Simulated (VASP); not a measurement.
# VASP 6.6.1, PBEsol single-point calculation, PtS2 (1T (CdI2) bulk)

INCAR

```
ISIF = 2
LREAL = .FALSE.
EDIFF = 1E-7
LWAVE = .FALSE.
ISMEAR = 0
SIGMA = 0.01
GGA = PS
LELF = .TRUE.
IBRION = -1
LASPH = .TRUE.
PREC = Accurate
ENCUT = 520
NBANDS = 18
LCHARG = .TRUE.
NSW = 0
NELM = 120
```

KPOINTS

```
KPOINTS created by Atomic Simulation Environment
0
Gamma
12 12 6
0 0 0
```

KPOINTS_OPT

```
special points
8
Reciprocal
0.0000000000 0.0000000000 0.0000000000 1
0.5000000000 0.0000000000 0.0000000000 1
0.3333333333 0.3333333333 0.0000000000 1
0.0000000000 0.0000000000 0.5000000000 1
0.5000000000 0.0000000000 0.5000000000 1
0.3333333333 0.3333333333 0.5000000000 1
0.0000000000 0.1666666667 0.1666666667 1
0.0000000000 0.2500000000 0.3333333333 1
```

POSCAR

```
Pt S
 1.0000000000000000
     3.5526415791220347    0.0000000000286172   -0.0000000000000000
    -1.7763207895858004    3.0766778580462373    0.0000000000000000
    -0.0000000000000000    0.0000000000000000    5.1227110718046962
 Pt  S
   1   2
Cartesian
 -0.0000000000000000 -0.0000000000000000  0.0000000000000000
 -0.0000000000165222  2.0511185720403642  1.2256597290667541
  1.7763207895527557  1.0255592860344904  3.8970513427379432
```

VASP ran with the recommended PBE PAW datasets (22 valence electrons in the cell).

Command

```
mpirun -np 1 vasp_std
```

OSZICAR

```
N       E                     dE             d eps       ncg     rms          rms(c)
DAV:   1     0.109772819304E+03    0.10977E+03   -0.10314E+04  3640   0.109E+03
DAV:   2    -0.128000015910E+02   -0.12257E+03   -0.11860E+03  4386   0.219E+02
DAV:   3    -0.182859142054E+02   -0.54859E+01   -0.54441E+01  4552   0.467E+01
DAV:   4    -0.183441242252E+02   -0.58210E-01   -0.58176E-01  4660   0.532E+00
DAV:   5    -0.183450184731E+02   -0.89425E-03   -0.89418E-03  4564   0.649E-01    0.181E+01
DAV:   6    -0.172641740307E+02    0.10808E+01   -0.60686E+00  3746   0.240E+01    0.116E+01
DAV:   7    -0.170168440462E+02    0.24733E+00   -0.11570E+00  3718   0.109E+01    0.555E+00
DAV:   8    -0.169915069645E+02    0.25337E-01   -0.72235E-02  3970   0.184E+00    0.114E+00
DAV:   9    -0.169877714722E+02    0.37355E-02   -0.85766E-03  4166   0.935E-01    0.251E-01
DAV:  10    -0.169878571659E+02   -0.85694E-04   -0.15700E-03  4258   0.249E-01    0.831E-02
DAV:  11    -0.169878734562E+02   -0.16290E-04   -0.60146E-05  4736   0.661E-02    0.470E-02
DAV:  12    -0.169878732089E+02    0.24736E-06   -0.67317E-06  4162   0.240E-02    0.141E-02
DAV:  13    -0.169878737416E+02   -0.53276E-06   -0.16721E-06  4390   0.906E-03    0.373E-03
DAV:  14    -0.169878737985E+02   -0.56812E-07   -0.95133E-08  3266   0.243E-03
   1 F= -.16987874E+02 E0= -.16987874E+02  d E =-.884506E-41
       N       E                     dE             ncg
DAV:   1     0.465870313994E+04   -0.30232E+04      296
DAV:   2     0.368413263482E+04   -0.97457E+03      344
DAV:   3     0.364485300760E+04   -0.39280E+02      370
DAV:   4     0.364446919093E+04   -0.38382E+00      344
DAV:   5     0.364446146764E+04   -0.77233E-02      376
DAV:   6     0.364446124401E+04   -0.22363E-03      368
DAV:   7     0.364446123606E+04   -0.79496E-05      372
DAV:   8     0.364446123574E+04   -0.31592E-06      360
DAV:   9     0.364446123573E+04   -0.10744E-07      250
```

From OUTCAR

```
k-points           NKPTS =    100   k-points in BZ     NKDIM =    100   number of bands    NBANDS=     18

   NELECT =      22.0000    total number of electrons

   dimension x,y,z NGX =    28 NGY =   28 NGZ =   40
   dimension x,y,z NGXF=    56 NGYF=   56 NGZF=   80

  energy-cutoff  :      520.00
  volume of cell :       55.99
      direct lattice vectors                 reciprocal lattice vectors
     3.552641579  0.000000000  0.000000000     0.281480689  0.162512952  0.000000000
    -1.776320790  3.076677858  0.000000000    -0.000000000  0.325025903  0.000000000
     0.000000000  0.000000000  5.122711072     0.000000000  0.000000000  0.195209136

 k-points in reciprocal lattice and weights: KPOINTS created by Atomic Simulation Env
   0.00000000  0.00000000  0.00000000       0.001
   0.08333333 -0.00000000  0.00000000       0.007
   0.16666667  0.00000000  0.00000000       0.007
   0.25000000 -0.00000000  0.00000000       0.007
   0.33333333  0.00000000  0.00000000       0.007
   0.41666667  0.00000000  0.00000000       0.007
   0.50000000 -0.00000000  0.00000000       0.003
   0.08333333  0.08333333  0.00000000       0.007
   ...

 E-fermi :   6.4683

 k-point     1 :       0.0000    0.0000    0.0000
  band No.  band energies     occupation
      1      -8.7903      2.00000
      2      -5.9383      2.00000
      3      -0.4899      2.00000
      4      -0.1381      2.00000
      5      -0.1381      2.00000
      6       2.6177      2.00000
      7       2.6177      2.00000
      8       4.3647      2.00000
      9       5.3328      2.00000
     10       5.3328      2.00000
     11       6.3459      2.00000
     12       8.4725      0.00000
     13       8.4725      0.00000
     14      10.9838      0.00000
     15      11.6253      0.00000
     16      14.3613      0.00000
     17      14.3613      0.00000
     18      18.6574      0.00000

 k-point     2 :       0.0833   -0.0000    0.0000
  band No.  band energies     occupation
      1      -8.7015      2.00000
      2      -5.9789      2.00000
      3      -0.3961      2.00000
      4      -0.0815      2.00000
      5      -0.0812      2.00000
      6       2.4860      2.00000
      7       2.5479      2.00000
      8       4.1499      2.00000
      9       5.2451      2.00000
     10       5.3418      2.00000
     11       6.3318      2.00000
     12       8.1588      0.00000
     13       8.4183      0.00000
     14      11.4882      0.00000
     15      11.9989      0.00000
     16      14.1275      0.00000
     17      14.6437      0.00000
     18      17.6804      0.00000

 k-point     3 :       0.1667    0.0000    0.0000
  band No.  band energies     occupation
      1      -8.4446      2.00000
      2      -6.0886      2.00000
      3      -0.1457      2.00000
      4       0.0718      2.00000
      5       0.1036      2.00000
      6       2.0399      2.00000
      7       2.4020      2.00000
      8       3.6925      2.00000
      9       5.0883      2.00000
     10       5.2722      2.00000
     11       6.0593      2.00000
     12       7.8648      0.00000
     13       8.3644      0.00000
     14      12.1685      0.00000
     15      12.8010      0.00000
     16      14.0347      0.00000
     17      15.3286      0.00000
     18      16.2282      0.00000

 k-point     4 :       0.2500   -0.0000    0.0000
  band No.  band energies     occupation
      1      -8.0510      2.00000
      2      -6.2378      2.00000
      3       0.0920      2.00000
      4       0.2693      2.00000
      5       0.5042      2.00000
      6       1.3198      2.00000
      7       2.3151      2.00000
      8       3.3571      2.00000
      9       4.8297      2.00000
     10       4.9855      2.00000
     11       5.4481      2.00000
     12       7.9047      0.00000
     13       8.4564      0.00000
     14      11.9333      0.00000
     15      13.6290      0.00000
     16      14.7134      0.00000
     17      15.2703      0.00000
     18      15.6022      0.00000

 k-point     5 :       0.3333    0.0000    0.0000
  band No.  band energies     occupation
      1      -7.5821      2.00000
      2      -6.3963      2.00000
      3      -0.0804      2.00000
      4       0.4289      2.00000
      5       0.9041      2.00000
      6       1.1378      2.00000
      7       2.4174      2.00000
      8       3.1743      2.00000
      9       4.3182      2.00000
     10       4.4922      2.00000
     11       4.8636      2.00000
     12       7.9286      0.00000
     13       8.6618      0.00000
     14      11.6566      0.00000
     15      13.4927      0.00000
     16      14.6897      0.00000
     17      15.0879      0.00000
     18      15.7720      0.00000

 k-point     6 :       0.4167    0.0000    0.0000
  band No.  band energies     occupation
      1      -7.1385      2.00000
      2      -6.5526      2.00000
      3      -0.6366      2.00000
      4       0.5037      2.00000
      5       1.0934      2.00000
      6       1.8048      2.00000
      7       2.7600      2.00000
      8       3.0687      2.00000
      9       3.7863      2.00000
     10       3.8942      2.00000
     11       4.2726      2.00000
     12       7.8880      0.00000
     13       8.8503      0.00000
     14      11.6681      0.00000
     15      12.9304      0.00000
     16      14.4802      0.00000
     17      14.6483      0.00000
     18      16.8923      0.00000

 k-point     7 :       0.5000   -0.0000    0.0000
  band No.  band energies     occupation
      1      -6.8863      2.00000
      2      -6.6819      2.00000
      3      -0.8848      2.00000
      4       0.5204      2.00000
      5       1.2381      2.00000
      6       2.1406      2.00000
      7       3.1752      2.00000
      8       3.2417      2.00000
      9       3.3294      2.00000
     10       3.4218      2.00000
     11       3.9373      2.00000
     12       7.8726      0.00000
     13       8.9242      0.00000
     14      11.7255      0.00000
     15      12.6902      0.00000
     16      14.4101      0.00000
     17      14.4903      0.00000
     18      17.5129      0.00000

 k-point     8 :       0.0833    0.0833    0.0000
  band No.  band energies     occupation
      1      -8.5286      2.00000
      2      -6.0539      2.00000
      3      -0.2190      2.00000
      4       0.0257      2.00000
      5       0.0313      2.00000
      6       2.2998      2.00000
      7       2.3331      2.00000
      8       3.8162      2.00000
      9       5.1381      2.00000
     10       5.2625      2.00000
     11       6.2441      2.00000
     12       8.0050      0.00000
     13       8.2119      0.00000
     14      12.1767      0.00000
     15      12.5769      0.00000
     16      13.8043      0.00000
     17      15.2037      0.00000
     18      16.5958      0.00000

 k-point     9 :       0.1667    0.0833    0.0000
  band No.  band energies     occupation
      1      -8.2025      2.00000
      2      -6.1820      2.00000
      3       0.0571      2.00000
      4       0.2005      2.00000
      5       0.2898      2.00000
      6       1.7332      2.00000
      7       2.1537      2.00000
      8       3.4680      2.00000
      9       4.9060      2.00000
     10       4.9724      2.00000
     11       6.0014      2.00000
     12       7.8635      0.00000
     13       8.2082      0.00000
     14      12.4496      0.00000
     15      13.2689      0.00000
     16      14.1489      0.00000
     17      15.5125      0.00000
     18      15.8606      0.00000

 k-point    10 :       0.2500    0.0833    0.0000
  band No.  band energies     occupation
      1      -7.7684      2.00000
      2      -6.3318      2.00000
      3       0.1807      2.00000
      4       0.3116      2.00000
      5       0.7861      2.00000
      6       1.1026      2.00000
      7       2.1375      2.00000
      8       3.2874      2.00000
      9       4.3576      2.00000
     10       4.6456      2.00000
     11       5.5593      2.00000
     12       7.7816      0.00000
     13       8.4245      0.00000
     14      11.9525      0.00000
     15      13.9908      0.00000
     16      14.4142      0.00000
     17      15.0064      0.00000
     18      15.8166      0.00000

 k-point    11 :       0.3333    0.0833    0.0000
  band No.  band energies     occupation
      1      -7.3070      2.00000
      2      -6.4807      2.00000
      3      -0.3076      2.00000
      4       0.4196      2.00000
      5       1.0655      2.00000
      6       1.4272      2.00000
      7       2.3072      2.00000
      8       3.2415      2.00000
      9       3.7767      2.00000
     10       4.1313      2.00000
     11       5.0380      2.00000
     12       7.7819      0.00000
     13       8.5393      0.00000
     14      11.7265      0.00000
     15      13.5841      0.00000
     16      14.1272      0.00000
     17      15.3314      0.00000
     18      16.0932      0.00000

 ...

  Total       -0.4936249     -0.4936249     -0.7519248     -0.0000000     -0.0000000      0.0000000
  in kB      -14.1245421    -14.1245421    -21.5155134     -0.0000000     -0.0000000      0.0000000
  external PRESSURE =     -16.5881992 kB  Pullay stress =       0.0000000 kB

 POSITION                                       TOTAL-FORCE (eV/Angst)
 -----------------------------------------------------------------------------------
      0.00000      0.00000      0.00000         0.000000      0.000000      0.000000
     -0.00000      2.05112      1.22566         0.000000     -0.000000     -0.231286
      1.77632      1.02556      3.89705        -0.000000      0.000000      0.231286
 -----------------------------------------------------------------------------------
    total drift:                               -0.000000      0.000000     -0.000000

  FREE ENERGIE OF THE ION-ELECTRON SYSTEM (eV)
  ---------------------------------------------------
  free  energy   TOTEN  =       -16.9878737985 eV

  energy  without entropy=      -16.9878737985  energy(sigma->0) =      -16.98787380
```

- gap between bands v and c: 0.64 eV
- least direct gap: 0.92 eV
- pressure: -1.7 GPa
- largest force: 0.23 eV/Å

Band v is the last that the valence electrons fill when counted band by band, and c is the next.

The run took about 38 s on one core of a shared host (Intel Xeon 6975P-C) and held 0.3 GiB at most.
